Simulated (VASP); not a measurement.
# BaZrO₃: convergence, self-consistent run

BaZrO₃, P1 (no. 1), 40 atoms in the cell. PBEsol; PAW potentials Ba_sv, Zr_sv, O (PBE set). VASP 6.6.1.

Wanted: energy within 10 meV/atom; forces within 0.05 eV/Å.

What the run is for: forces in a large cell; Accuracy asked: screening; Cell repeated: 2 × 2 × 2.

POSCAR:
```
BaZrO3
1.0
    8.3826800000      0.0000000000      0.0000000000
    0.0000000000      8.3826800000      0.0000000000
    0.0000000000      0.0000000000      8.3826800000
Ba Zr O
8 8 24
Direct
    0.0001100000     -0.0061790000      0.0003320000
    0.0002630000     -0.0007390000      0.5068160000
   -0.0014140000      0.5038950000      0.0023090000
   -0.0016350000      0.5002810000      0.4986270000
    0.5018690000     -0.0054550000     -0.0011900000
    0.4971670000     -0.0058950000      0.5067100000
    0.5004310000      0.4966530000      0.0036020000
    0.5014200000      0.4971700000      0.4997150000
    0.2478320000      0.2465710000      0.2546300000
    0.2452060000      0.2490210000      0.7466070000
    0.2553160000      0.7512400000      0.2452500000
    0.2481850000      0.7495170000      0.7558860000
    0.7545220000      0.2548610000      0.2496710000
    0.7512880000      0.2507740000      0.7431960000
    0.7547140000      0.7515240000      0.2574610000
[... 12 lines left out ...]
    0.2502270000      0.4991340000      0.7481110000
    0.7500850000     -0.0016170000      0.2513640000
    0.7497900000     -0.0017530000      0.7524980000
    0.7526660000      0.5036770000      0.2507520000
    0.7512590000      0.4935610000      0.7488130000
    0.0034920000      0.2473760000      0.2501940000
    0.0005370000      0.2538990000      0.7510220000
    0.0020380000      0.7534080000      0.2434230000
   -0.0009580000      0.7524490000      0.7536640000
    0.5031420000      0.2447670000      0.2487540000
    0.4997580000      0.2508380000      0.7456360000
    0.4978950000      0.7511090000      0.2440170000
    0.4991440000      0.7515160000      0.7514540000
```

The series start from Plane-wave cutoff (eV): 460; Projection operators (LREAL): Auto, ROPT -0.00025; Precision mode (PREC): Normal; Electronic threshold (eV): 1e-5; Parallel layout: defaults; Program: vasp_std; Electronic algorithm: ALGO=Normal; Bands a block (NSIM): NSIM=4; Data layout and linear algebra: defaults. Each series keeps the choices made before it, and each single choice may use up half of a tolerance.

## Plane-wave cutoff (eV)

| Plane-wave cutoff (eV) | Energy less reference (meV/atom) | Forces, largest deviation (eV/Å) | SCF iterations | Time (s) |
|---|---|---|---|---|
| 360 | -17 | 0.028 | 15 | 29 |
| 400 | -11 | 0.014 | 15 | 32 |
| 460 | 0 | 0.010 | 15 | 42 |
| 520 | 2 | 0.016 | 15 | 36 |
| 640 (reference) | 0 | 0.000 | 15 | 55 |

Chosen: 460, the loosest value from which every tighter one stays within half of the tolerance.

## Projection operators (LREAL)

| Projection operators (LREAL) | Energy less reference (meV/atom) | Forces, largest deviation (eV/Å) | SCF iterations | Time (s) |
|---|---|---|---|---|
| Auto, ROPT -0.005 | 1 | 0.122 | 15 | 28 |
| Auto, ROPT -0.002 | 3 | 0.069 | 15 | 32 |
| Auto, ROPT -0.001 | 0 | 0.018 | 15 | 32 |
| Auto, ROPT -0.0005 | 0 | 0.018 | 15 | 34 |
| Auto, ROPT -0.00025 | 0 | 0.011 | 15 | 42 |
| Auto, ROPT -0.0001 | 0 | 0.002 | 15 | 38 |
| False (reference) | 0 | 0.000 | 15 | 51 |

Chosen: Auto, ROPT -0.001.

## Precision mode (PREC)

| Precision mode (PREC) | Energy less reference (meV/atom) | Forces, largest deviation (eV/Å) | SCF iterations | Time (s) |
|---|---|---|---|---|
| SingleN | -1 | 0.027 | 15 | 32 |
| Normal | 0 | 0.020 | 15 | 32 |
| Accurate (reference) | 0 | 0.000 | 15 | 58 |

Chosen: Normal.

## Electronic threshold (eV)

| Electronic threshold (eV) | Energy less reference (meV/atom) | Forces, largest deviation (eV/Å) | SCF iterations | Time (s) |
|---|---|---|---|---|
| 0.001 | 0 | 0.007 | 12 | 27 |
| 0.0001 | 0 | 0.001 | 13 | 29 |
| 1e-5 | 0 | 0.000 | 15 | 32 |
| 1e-6 | 0 | 0.000 | 15 | 31 |
| 1e-7 (reference) | 0 | 0.000 | 19 | 39 |

Chosen: 0.001.

## Parallel layout

| Parallel layout | Energy less reference (meV/atom) | Forces, largest deviation (eV/Å) | SCF iterations | Time (s) |
|---|---|---|---|---|
| defaults | 0 | 0.000 | 12 | 27 |
| NCORE=2 | 0 | 0.000 | 12 | 26 |
| NCORE=4 | 0 | 0.000 | 12 | 23 |
| NCORE=8 | 0 | 0.000 | 12 | 24 |
| NPAR=2 | 0 | 0.000 | 12 | 24 |

Chosen: defaults; no other choice that stays within half of the tolerance saves 30 % of the time.

## Program

| Program | Energy less reference (meV/atom) | Forces, largest deviation (eV/Å) | SCF iterations | Time (s) |
|---|---|---|---|---|
| vasp_std | 0 | 0.000 | 12 | 27 |
| vasp_gam | 0 | 0.004 | 12 | 19 |

Chosen: vasp_std.

## Electronic algorithm

| Electronic algorithm | Energy less reference (meV/atom) | Forces, largest deviation (eV/Å) | SCF iterations | Time (s) |
|---|---|---|---|---|
| ALGO=Normal | 0 | 0.000 | 12 | 27 |
| ALGO=Fast | 0 | 0.005 | 15 | 28 |
| ALGO=VeryFast | 0 | 0.010 | 24 | 37 |
| ALGO=All ISEARCH=1 | 0 | 0.017 | 18 | 35 |

Chosen: ALGO=Normal.

## Bands a block (NSIM)

| Bands a block (NSIM) | Energy less reference (meV/atom) | Forces, largest deviation (eV/Å) | SCF iterations | Time (s) |
|---|---|---|---|---|
| NSIM=4 | 0 | 0.000 | 12 | 27 |
| NSIM=1 | 0 | 0.000 | 12 | 26 |
| NSIM=2 | 0 | 0.000 | 12 | 25 |
| NSIM=8 | 0 | 0.004 | 12 | 24 |
| NSIM=16 | 0 | 0.004 | 12 | 20 |

Chosen: NSIM=4.

## Data layout and linear algebra

| Data layout and linear algebra | Energy less reference (meV/atom) | Forces, largest deviation (eV/Å) | SCF iterations | Time (s) |
|---|---|---|---|---|
| defaults | 0 | 0.000 | 12 | 27 |
| LPLANE=False | 0 | 0.000 | 12 | 23 |
| LSCALAPACK=False | 0 | 0.000 | 12 | 22 |
| LSCALU=True | 0 | 0.000 | 12 | 24 |

Chosen: defaults.

## All choices together

| Input | Energy less reference (meV/atom) | Forces, largest deviation (eV/Å) | Time (s) |
|---|---|---|---|
| the program's defaults (naive) | -10 | 0.105 | 39 |
| chosen settings | 0 | 0.018 | 27 |
| reference settings throughout | 0 | 0.000 | 129 |

The tolerance is met.

## The input

INCAR:
```
  ALGO = Normal
  EDIFF = 0.001
  EFERMI = MIDGAP
  ENCUT = 460
  GGA = PS
  GGA_COMPAT = F
  ISIF = 2
  ISMEAR = 0
  ISYM = 0
  LASPH = T
  LCHARG = F
  LREAL = Auto
  LWAVE = F
  NELM = 120
  NSIM = 4
  PREC = Normal
  ROPT = -0.001 -0.001 -0.001
  SIGMA = 0.03
```

KPOINTS:
```
k-points
0
Gamma
  1 1 1
```

Commands:
```
cat potpaw_PBE.64/Ba_sv/POTCAR potpaw_PBE.64/Zr_sv/POTCAR potpaw_PBE.64/O/POTCAR > POTCAR
mpirun -np 8 vasp_std > vasp.out
```

Limits: Only the k mesh 1 × 1 × 1 was run, so its error is untested.

The chosen input took VASP 6.6.1 27 s on 8 cores (Intel Xeon Platinum 8488C (Sapphire Rapids)), a shared host.

## An input that fails: Gamma-only program on a mesh of k points

VASP's message: You are using the Gamma-point-only version with more than one k-point or some other non-Gamma k-point.

k mesh: 1 × 1 × 1 becomes 2 × 2 × 2.

Changes against the starting input:
```
- NELM = 120
+ NELM = 69
- vasp_std
+ vasp_gam
(KPOINTS)
-k-points
+Automatic mesh
-  1 1 1
+  2 2 2
+  0 0 0
```
